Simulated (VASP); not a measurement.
TaN:

```xyz
2
Lattice="2.9399 0.0000 0.0000 -1.4700 2.5461 0.0000 0.0000 0.0000 2.8902" Properties=species:S:1:pos:R:3 pbc="T T T"
Ta    0.0000    0.0000    1.4451
N     1.4700    0.8487    0.0000
```

The cell comes from a database or a generator and needn't be the stable form of this composition.

* Program: VASP 6.6.1
* Task: relaxation of cell and atoms
* Functional: PBEsol
* Potentials or basis: VASP PAW PBE potentials, release 64 (Ta_pv, N_s)
* Cutoff: 480 eV
* k mesh: 18 × 18 × 14
* Occupations: gaussian, width 0.1 eV
* Spin: no spin polarisation

At the start: pressure -5.5 GPa; volume 10.82 Å³/atom.

Problem. Where does the relaxation end?

Solution. Over 6 steps the energy falls by 2.9 meV/atom and the volume is 10.65 Å³/atom (-1.5 %); space group P-6m2 (No. 187, to 0.05 Å).

Step by step:
| step | energy change (eV) | largest force (eV/Å) | pressure (GPa) | volume (Å³) |
| --- | --- | --- | --- | --- |
| 1 | 0.0000 | 0.0000 | -5.46 | 21.63 |
| 2 | 0.0321 | 0.0000 | 15.41 | 20.50 |
| 3 | -0.0058 | 0.0000 | -0.08 | 21.31 |
| 4 | -0.0058 | 0.0000 | 0.02 | 21.30 |
| 5 | -0.0058 | 0.0000 | -0.04 | 21.31 |
| 6 | -0.0058 | 0.0000 | -0.01 | 21.30 |

Final structure:
```cif
data_structure
_symmetry_space_group_name_H-M 'P 1'
_symmetry_Int_Tables_number 1
_cell_length_a 2.9260
_cell_length_b 2.9260
_cell_length_c 2.8734
_cell_angle_alpha 90.000
_cell_angle_beta 90.000
_cell_angle_gamma 120.000
_cell_volume 21.30
loop_
_atom_site_label
_atom_site_type_symbol
_atom_site_fract_x
_atom_site_fract_y
_atom_site_fract_z
_atom_site_occupancy
Ta1 Ta 0.00000 0.00000 0.50000 1
N1 N 0.66667 0.33333 0.00000 1
```

Caveat: the PAW data sets were made with another functional, which shifts forces and pressure a little.
